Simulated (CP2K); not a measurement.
The system is PbSe (Clausthalite).

```
Pb Se
1.0
     4.32841    0.00000    0.00000
     2.16421    3.74852    0.00000
     2.16421    1.24951    3.53413
Pb Se
1 1
Direct
  0.00000 0.00000 0.00000
  0.50000 0.50000 0.50000
```

Base run:

| Item | Value |
| --- | --- |
| Program | CP2K 2026.2 |
| Functional | PBE |
| Potentials or basis | GTH_POTENTIALS Pb GTH-PBE-q4, Se GTH-PBE-q6; DZVP-MOLOPT-SR-GTH basis |
| Density cutoff | 6123 eV |
| k mesh | 8 × 8 × 8 |
| Occupations | fermi-dirac, width 0.05 eV |
| Spin | no spin polarisation |

Its results: band gap on the k mesh 0.32 eV, direct; pressure 2.3 GPa.

Task: After a change of settings the same cell gave: band gap on the k mesh 0.23 eV, direct; pressure -0.1 GPa. Which change was it?
A. potentials or basis from GTH_POTENTIALS Pb GTH-PBE-q4, Se GTH-PBE-q6; DZVP-MOLOPT-SR-GTH basis to GTH_POTENTIALS Pb GTH-PADE-q4, Se GTH-PADE-q6; DZVP-MOLOPT-SR-GTH basis; potentials from Pb GTH-PBE-q4 of GTH_POTENTIALS, Se GTH-PBE-q6 of GTH_POTENTIALS to Pb GTH-PADE-q4 of GTH_POTENTIALS, Se GTH-PADE-q6 of GTH_POTENTIALS
B. potentials or basis from GTH_POTENTIALS Pb GTH-PBE-q4, Se GTH-PBE-q6; DZVP-MOLOPT-SR-GTH basis to POTENTIAL_UZH Pb GTH-SCAN-q4, Se GTH-SCAN-q6; DZVP-MOLOPT-SR-GTH basis; potentials from Pb GTH-PBE-q4 of GTH_POTENTIALS, Se GTH-PBE-q6 of GTH_POTENTIALS to Pb GTH-SCAN-q4 of POTENTIAL_UZH, Se GTH-SCAN-q6 of POTENTIAL_UZH
C. potentials or basis from GTH_POTENTIALS Pb GTH-PBE-q4, Se GTH-PBE-q6; DZVP-MOLOPT-SR-GTH basis to POTENTIAL_UZH Pb GTH-PBE0-q4, Se GTH-PBE0-q6; DZVP-MOLOPT-SR-GTH basis; potentials from Pb GTH-PBE-q4 of GTH_POTENTIALS, Se GTH-PBE-q6 of GTH_POTENTIALS to Pb GTH-PBE0-q4 of POTENTIAL_UZH, Se GTH-PBE0-q6 of POTENTIAL_UZH
D. potentials or basis from GTH_POTENTIALS Pb GTH-PBE-q4, Se GTH-PBE-q6; DZVP-MOLOPT-SR-GTH basis to GTH_POTENTIALS Pb GTH-BLYP-q4, Se GTH-BLYP-q6; DZVP-MOLOPT-SR-GTH basis; potentials from Pb GTH-PBE-q4 of GTH_POTENTIALS, Se GTH-PBE-q6 of GTH_POTENTIALS to Pb GTH-BLYP-q4 of GTH_POTENTIALS, Se GTH-BLYP-q6 of GTH_POTENTIALS

Result: B.

Caveats: spin-orbit coupling is left out, which as a rule narrows the gap of such compounds by several tenths of an eV; the basis of atomic orbitals isn't converged, which shifts pressures, moduli and gaps; the potentials were made for another functional, which shifts forces and pressure (some runs).
